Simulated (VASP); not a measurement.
# Cs2AgBiBr6 (Fm-3m) in VASP: settings compared

Aim: see how the results for Cs2AgBiBr6 move with the level of theory and the settings. Levels: PBEsol, HSE06. Tasks: band structure.

Program: VASP 6.6.1. These are calculated values, not measurements. Logs are shortened: lines on timing, memory, paths and dates and some standing lists are left out, and cuts for length are marked.

## 1. The crystal as given

Symmetry: Fm-3m, No. 225, cubic system. Conventional cell: a = 11.187 Å, b = 11.187 Å, c = 11.187 Å, α = 90.00°, β = 90.00°, γ = 90.00°. Around Cs (site symmetry -43m) lie 12 Br at 3.96 Å. Ag (site symmetry m-3m) is surrounded by 6 Br at 2.75 Å. Bi (site symmetry m-3m) is surrounded by 6 Br at 2.84 Å. Br (site symmetry 4mm) is surrounded by 1 Ag at 2.75 Å and 1 Bi at 2.84 Å.

## 2. Band structure, PBEsol

Contents of INCAR:

```
SYSTEM = Cs2AgBiBr6
  PREC = Accurate
  ENCUT = 520
  EDIFF = 1E-6
  ISMEAR = 0
  SIGMA = 0.03
  LREAL = .False.
  LASPH = .True.
  NELM = 80
  ALGO = Normal
  ISIF = 2
  LWAVE = .False.
  LCHARG = .False.
  LMAXMIX = 4
  GGA = PS
  NBANDS = 54
```

Contents of KPOINTS:

```
Automatic mesh
0
Gamma
  2 2 2
  0 0 0
```

Contents of POSCAR:

```
Cs2AgBiBr6                              
1.0
    0.0000000000      5.5936098691      5.5936098691
    5.5936098691      0.0000000000      5.5936098691
    5.5936098691      5.5936098691      0.0000000000
  Cs              Ag              Bi              Br            
     2     1     1     6
Direct
     0.2500000000000000    0.2500000000000000    0.2500000000000000
     0.7500000000000000    0.7500000000000000    0.7500000000000000
     0.5000000000000000    0.5000000000000000    0.5000000000000000
     0.0000000000000000    0.0000000000000000    0.0000000000000000
     0.2539881987594086    0.7460118012405914    0.2539881987594086
     0.2539881987594086    0.7460118012405914    0.7460118012405914
     0.7460118012405914    0.2539881987594086    0.7460118012405914
     0.7460118012405914    0.2539881987594086    0.2539881987594086
     0.2539881987594086    0.2539881987594086    0.7460118012405914
     0.7460118012405914    0.7460118012405914    0.2539881987594086
```

Contents of KPOINTS_OPT:

```
explicit points
6
Reciprocal
 0.0000000000  0.0000000000  0.0000000000 1
 0.3750000000  0.3750000000  0.7500000000 1
 0.5000000000  0.5000000000  0.5000000000 1
 0.6250000000  0.2500000000  0.6250000000 1
 0.5000000000  0.2500000000  0.7500000000 1
 0.5000000000  0.0000000000  0.5000000000 1
```

Potentials or basis: VASP PAW PBE potentials, release 64 (Cs_sv, Ag, Bi_d, Br).

Started as:

```
$ cat potpaw_PBE.64/Cs_sv/POTCAR potpaw_PBE.64/Ag/POTCAR potpaw_PBE.64/Bi_d/POTCAR potpaw_PBE.64/Br/POTCAR > POTCAR
$ mpirun -np 2 vasp_std > vasp.out
```

OUTCAR:

```text
SYSTEM = Cs2AgBiBr6
   PREC = Accurate
   ENCUT = 520
   EDIFF = 1E-6
   ISMEAR = 0
   LREAL = .False.
   LASPH = .True.
   NELM = 80
   ISIF = 2
   GGA = PS

 ion  position               nearest neighbor table
   1  0.250  0.250  0.250-
   2  0.750  0.750  0.750-
   3  0.500  0.500  0.500-   5 2.75   6 2.75   7 2.75   8 2.75   9 2.75  10 2.75
   4  0.000  0.000  0.000-   5 2.84   6 2.84   7 2.84   8 2.84   9 2.84  10 2.84
   5  0.254  0.746  0.254-   3 2.75   4 2.84
   6  0.254  0.746  0.746-   3 2.75   4 2.84
   7  0.746  0.254  0.746-   3 2.75   4 2.84
   8  0.746  0.254  0.254-   3 2.75   4 2.84
   9  0.254  0.254  0.746-   3 2.75   4 2.84
  10  0.746  0.746  0.254-   3 2.75   4 2.84

  LATTYP: Found a face centered cubic cell.
 ALAT       =    11.1872197382

  Lattice vectors:

 A1 = (   0.0000000000,   5.5936098691,   5.5936098691)
 A2 = (   5.5936098691,   0.0000000000,   5.5936098691)
 A3 = (   5.5936098691,   5.5936098691,   0.0000000000)

Analysis of symmetry for initial positions (statically):
=====================================================================
 Subroutine PRICEL returns:
 Original cell was already a primitive cell.

 Routine SETGRP: Setting up the symmetry group for a
 face centered cubic supercell.

 Subroutine GETGRP returns: Found 48 space group operations
 (whereof 48 operations were pure point group operations)
 out of a pool of 48 trial point group operations.

The static configuration has the point symmetry O_h .

Analysis of symmetry for dynamics (positions and initial velocities):
=====================================================================
 Subroutine PRICEL returns:
 Original cell was already a primitive cell.

 Routine SETGRP: Setting up the symmetry group for a
 face centered cubic supercell.

 Subroutine GETGRP returns: Found 48 space group operations
 (whereof 48 operations were pure point group operations)
 out of a pool of 48 trial point group operations.

The dynamic configuration has the point symmetry O_h .

 Subroutine INISYM returns: Found 48 space group operations
 (whereof 48 operations are pure point group operations),
 and found     1 'primitive' translations

----------------------------------------------------------------------------------------

                                     Primitive cell

  volume of cell :     350.0310

  direct lattice vectors                    reciprocal lattice vectors
     0.000000000  5.593609869  5.593609869    -0.089387714  0.089387714  0.089387714
     5.593609869  0.000000000  5.593609869     0.089387714 -0.089387714  0.089387714
     5.593609869  5.593609869  0.000000000     0.089387714  0.089387714 -0.089387714

  length of vectors
     7.910558940  7.910558940  7.910558940     0.154824062  0.154824062  0.154824062

  position of ions in fractional coordinates (direct lattice)
     0.250000000  0.250000000  0.250000000
     0.750000000  0.750000000  0.750000000
     0.500000000  0.500000000  0.500000000
     0.000000000  0.000000000  0.000000000
     0.253988199  0.746011801  0.253988199
     0.253988199  0.746011801  0.746011801
     0.746011801  0.253988199  0.746011801
     0.746011801  0.253988199  0.253988199
     0.253988199  0.253988199  0.746011801
     0.746011801  0.746011801  0.253988199

  ion indices of the primitive-cell ions
   primitive index   ion index
                 1           1
                 2           2
                 3           3
                 4           4
                 5           5
                 6           6
                 7           7
                 8           8
                 9           9
                10          10

----------------------------------------------------------------------------------------

 KPOINTS: Automatic mesh

Automatic generation of k-mesh.
 Grid dimensions read from file:
 generate k-points for:    2    2    2

 Generating k-lattice:

  Cartesian coordinates                     Fractional coordinates (reciprocal lattice)
    -0.044693857  0.044693857  0.044693857     0.500000000  0.000000000  0.000000000
     0.044693857 -0.044693857  0.044693857     0.000000000  0.500000000  0.000000000
     0.044693857  0.044693857 -0.044693857     0.000000000  0.000000000  0.500000000

  Length of vectors
     0.077412031  0.077412031  0.077412031

  Shift w.r.t. Gamma in fractional coordinates (k-lattice)
     0.000000000  0.000000000  0.000000000

 Subroutine IBZKPT returns following result:
 ===========================================

 Found      3 irreducible k-points:

 Following reciprocal coordinates:
            Coordinates               Weight
  0.000000  0.000000  0.000000      1.000000
  0.500000  0.000000  0.000000      4.000000
  0.500000  0.500000  0.000000      3.000000
   k-points           NKPTS =      3   k-points in BZ     NKDIM =      3   number of bands    NBANDS=     54
   number of dos      NEDOS =    301   number of ions     NIONS =     10
   total plane-waves  NPLWV = 216000
   dimension x,y,z NGX =    60 NGY =   60 NGZ =   60
   dimension x,y,z NGXF=   120 NGYF=  120 NGZF=  120
   ions per type =               2   1   1   6
   NGX,Y,Z   is equivalent  to a cutoff of  12.61, 12.61, 12.61 a.u.
   NGXF,Y,Z  is equivalent  to a cutoff of  25.22, 25.22, 25.22 a.u.
 SYSTEM =  Cs2AgBiBr6
   PREC   = accura    normal or accurate (medium, high low for compatibility)
   ISTART =      0    job   : 0-new  1-cont  2-samecut
   ICHARG =      2    charge: 1-file 2-atom 10-const
   ISPIN  =      1    spin polarized calculation?
   LNONCOLLINEAR =      F non collinear calculations
   LSORBIT =      F    spin-orbit coupling
   LASPH  =      T    aspherical Exc in radial PAW
   ENCUT  =  520.0 eV  38.22 Ry    6.18 a.u.  14.71 14.71 14.71*2*pi/ulx,y,z
   NELM   =     80;   NELMIN=  2; NELMDL= -5     # of ELM steps
   EDIFF  = 0.1E-05   stopping-criterion for ELM
   LREAL  =      F    real-space projection
   EDIFFG = 0.1E-04   stopping-criterion for IOM
   NSW    =      0    number of steps for IOM
   IBRION =     -1    ionic relax: 0-MD 1-quasi-New 2-CG
   NFREE  =      0    steps in history (QN), initial steepest desc. (CG)
   ISIF   =      2    stress and relaxation
   ISYM   =      2    0-nonsym 1-usesym 2-fastsym
   POTIM  = 0.5000    time-step for ionic-motion
   TEBEG  =    0.0;   TEEND  =   0.0 temperature during run
   PSTRESS=    0.0 pullay stress
   NELECT =      86.0000    total number of electrons
   NUPDOWN=      -1.0000    fix difference up-down
   EMIN   =  10.00;   EMAX   =-10.00  energy-range for DOS
   EFERMI =   0.00;   METHOD = LEGACY
   ISMEAR =     0;   SIGMA  =   0.03  broadening in eV -4-tet -1-fermi 0-gaus
   EFERMI_NEDOS =   21; number of points for ismear=-14 and -15
   IALGO  =     38    algorithm
   IMIX   =      4    mixing-type and parameters
     AMIX     =   0.40;   BMIX     =  1.00
     AMIX_MAG =   1.60;   BMIX_MAG =  1.00
  volume/ion in A,a.u.               =      35.00       236.21
  Fermi-wavevector in a.u.,A,eV,Ry     =   1.025350  1.937631 14.304385  1.051343
  Thomas-Fermi vector in A             =   2.159186
   LORBIT       =      0    0 simple, 1 ext, 2 COOP (PROOUT), +10 PAW based schemes
   GGA     = PS    functional components
   LHFCALC =     F    Hartree Fock is set to
   AEXX    =    0.0000 exact exchange contribution
   IVDW    =     0    specifies the selected vdW correction
   LEPSILON=     F    determine dielectric tensor
   LRPA    =     F    only Hartree local field effects (RPA)
 non-spin polarized calculation
 Gauss-broadening in eV      SIGMA  =   0.03
  energy-cutoff  :      520.00
  volume of cell :      350.03
 maximum number of plane-waves:      9409
 NGX is ok and might be reduce to    60
   NGX = 29   NGY = 29   NGZ = 29

 number of electron      86.0000003 magnetization

 Free energy of the ion-electron system (eV)
  ---------------------------------------------------
  ext. energy  EPLUGINS =         0.00000000
  ---------------------------------------------------
  free energy    TOTEN  =       -31.58362157 eV

  energy without entropy =      -31.58362157  energy(sigma->0) =      -31.58362157

 E-fermi :   1.6467     XC(G=0):  -8.4173

 val. band max:        1.4675338836   @ k =   0.5000   0.5000   0.0000
 cond. band min:       2.5187260476   @ k =   0.5000   0.0000   0.0000
 fundamental gap:      1.0511921640
 Fermi energy:         1.6466705564

 k-point     1 :       0.0000    0.0000    0.0000
  band No.  band energies     occupation
      1     -21.7537      2.00000
      2     -21.7537      2.00000
      3     -21.7180      2.00000
      4     -21.7180      2.00000
      5     -21.7180      2.00000
      6     -19.3344      2.00000
[... 46 lines left out ...]
     53       6.6760      0.00000
     54       6.6760      0.00000

 k-point     2 :       0.5000    0.0000    0.0000
  band No.  band energies     occupation
      1     -21.7537      2.00000
      2     -21.7537      2.00000
      3     -21.7180      2.00000
      4     -21.7180      2.00000
      5     -21.7180      2.00000
      6     -19.3304      2.00000
[... 46 lines left out ...]
     53       7.5783      0.00000
     54       7.7275      0.00000

 k-point     3 :       0.5000    0.5000    0.0000
  band No.  band energies     occupation
      1     -21.7537      2.00000
      2     -21.7537      2.00000
      3     -21.7180      2.00000
      4     -21.7180      2.00000
      5     -21.7180      2.00000
      6     -19.3314      2.00000
[... 46 lines left out ...]
     53       7.6184      0.00000
     54       7.9831      0.00000

------------------------ aborting loop because EDIFF is reached ----------------------------------------

  FORCE on cell =-STRESS in cart. coord.  units (eV):
  Direction    XX          YY          ZZ          XY          YZ          ZX
  --------------------------------------------------------------------------------------
  -------------------------------------------------------------------------------------
  Total        0.6596349      0.6596349      0.6596349     -0.0000000      0.0000000      0.0000000
  in kB        3.0193100      3.0193100      3.0193100     -0.0000000      0.0000000      0.0000000
  external PRESSURE =       3.0193100 kB  Pullay stress =       0.0000000 kB

 VOLUME and BASIS-vectors are now :
 -----------------------------------------------------------------------------
  energy-cutoff  :      520.00
  volume of cell :      350.03
      direct lattice vectors                 reciprocal lattice vectors
     0.000000000  5.593609869  5.593609869    -0.089387714  0.089387714  0.089387714
     5.593609869  0.000000000  5.593609869     0.089387714 -0.089387714  0.089387714
     5.593609869  5.593609869  0.000000000     0.089387714  0.089387714 -0.089387714

 POSITION                                       TOTAL-FORCE (eV/Angst)
 -----------------------------------------------------------------------------------
      2.79680      2.79680      2.79680         0.000000     -0.000000      0.000000
      8.39041      8.39041      8.39041         0.000000     -0.000000      0.000000
      5.59361      5.59361      5.59361        -0.000000     -0.000000      0.000000
      0.00000      0.00000      0.00000        -0.000000     -0.000000      0.000000
      5.59361      2.84142      5.59361        -0.000000     -0.084431      0.000000
      8.34580      5.59361      5.59361         0.084431     -0.000000      0.000000
      5.59361      8.34580      5.59361        -0.000000      0.084431      0.000000
      2.84142      5.59361      5.59361        -0.084431     -0.000000      0.000000
      5.59361      5.59361      2.84142        -0.000000     -0.000000     -0.084431
      5.59361      5.59361      8.34580        -0.000000     -0.000000      0.084431
 -----------------------------------------------------------------------------------
    total drift:                                0.000000     -0.000000     -0.000000

  FREE ENERGIE OF THE ION-ELECTRON SYSTEM (eV)
  ---------------------------------------------------
  free  energy   TOTEN  =       -31.5836215704 eV

  energy  without entropy=      -31.5836215704  energy(sigma->0) =      -31.58362157
```

Run time: 83 s. Hardware: 2 MPI ranks of Intel Xeon Platinum 8488C (Sapphire Rapids), shared host; peak memory 0.33 GiB.

Results:

| Item | Value |
| --- | --- |
| Free energy | -31.5836 eV |
| Pressure | 0.3 GPa |
| Largest force | 0.084 eV/Å |
| Band gap on the k mesh | 1.05 eV, indirect (least direct gap 2.32 eV) |
| Band gap along the path | 1.05 eV, indirect (least direct gap 2.32 eV) |

Forces in eV/Å, atoms in the order of the input:
```
Cs   0.000  0.000  0.000
Cs   0.000  0.000  0.000
Ag   0.000  0.000  0.000
Bi   0.000  0.000  0.000
Br   0.000 -0.084  0.000
Br   0.084  0.000  0.000
Br   0.000  0.084  0.000
Br  -0.084  0.000  0.000
Br   0.000  0.000 -0.084
Br   0.000  0.000  0.084
```

Caveat: the k mesh is coarse (spacing up to 0.49 Å⁻¹), so the values aren't converged; the PAW data sets were made with another functional, which shifts forces and pressure a little; spin-orbit coupling is left out, which as a rule narrows the gap of such compounds by several tenths of an eV.

## 3. Band structure, HSE06

POSCAR is that of step 2.

Contents of INCAR.step1:

```
SYSTEM = Cs2AgBiBr6
  PREC = Accurate
  ENCUT = 520
  EDIFF = 1E-5
  ISMEAR = 0
  SIGMA = 0.03
  LREAL = .False.
  LASPH = .True.
  NELM = 80
  ALGO = Normal
  ISIF = 2
  LWAVE = .True.
  LCHARG = .False.
  LMAXMIX = 4
  NBANDS = 54
  GGA = PE
```

Contents of INCAR.step2:

```
SYSTEM = Cs2AgBiBr6
  PREC = Accurate
  ENCUT = 520
  EDIFF = 1E-6
  ISMEAR = 0
  SIGMA = 0.03
  LREAL = .False.
  LASPH = .True.
  NELM = 80
  ALGO = Normal
  ISIF = 2
  LWAVE = .False.
  LCHARG = .False.
  LMAXMIX = 4
  GGA = PE
  LHFCALC = .True.
  HFSCREEN = 0.2
  PRECFOCK = Fast
  NBANDS = 54
  ISTART = 1
```

KPOINTS is that of step 2.

KPOINTS_OPT is that of step 2.

Potentials or basis: VASP PAW PBE potentials, release 64 (Cs_sv, Ag, Bi_d, Br).

Started as:

```
$ cat potpaw_PBE.64/Cs_sv/POTCAR potpaw_PBE.64/Ag/POTCAR potpaw_PBE.64/Bi_d/POTCAR potpaw_PBE.64/Br/POTCAR > POTCAR
$ cp INCAR.step1 INCAR
$ mpirun -np 2 vasp_std > vasp.out
$ cp INCAR.step2 INCAR
$ mpirun -np 2 vasp_std > vasp.out
```

Run time: 15 min. Hardware: 2 MPI ranks of Intel Xeon Platinum 8488C (Sapphire Rapids), shared host; peak memory 0.54 GiB.

It converged, with:

```
Free energy             : -35.2453 eV
Pressure                : 1.6 GPa
Largest force           : 0.310 eV/Å
Band gap on the k mesh  : 2.05 eV, indirect (least direct gap 3.49 eV)
Band gap along the path : 2.05 eV, indirect (least direct gap 3.33 eV)
```

Forces on the atoms (eV/Å):
```
Cs   0.000  0.000  0.000
Cs   0.000  0.000  0.000
Ag   0.000  0.000  0.000
Bi   0.000  0.000  0.000
Br   0.000 -0.310  0.000
Br   0.310  0.000  0.000
Br   0.000  0.310  0.000
Br  -0.310  0.000  0.000
Br   0.000  0.000 -0.310
Br   0.000  0.000  0.310
```

Levels at points of the mesh, in eV from the valence-band top:
| k point | band 41 | band 42 | band 43 | band 44 | band 45 | band 46 |
| --- | --- | --- | --- | --- | --- | --- |
| (0.00, 0.00, 0.00) | -1.49 | -0.81 | -0.81 | 2.97 | 2.97 | 2.97 |
| (0.50, 0.00, 0.00) | -1.51 | -1.50 | -1.50 | 2.05 | 4.43 | 4.43 |
| (0.50, 0.50, 0.00) | -1.51 | -0.82 | 0.00 | 3.49 | 3.49 | 3.88 |

Caveat: the k mesh is coarse (spacing up to 0.49 Å⁻¹), so the values aren't converged, least of all with exact exchange; the PAW data sets were made with another functional, which shifts forces and pressure a little; spin-orbit coupling is left out, which as a rule narrows the gap of such compounds by several tenths of an eV.
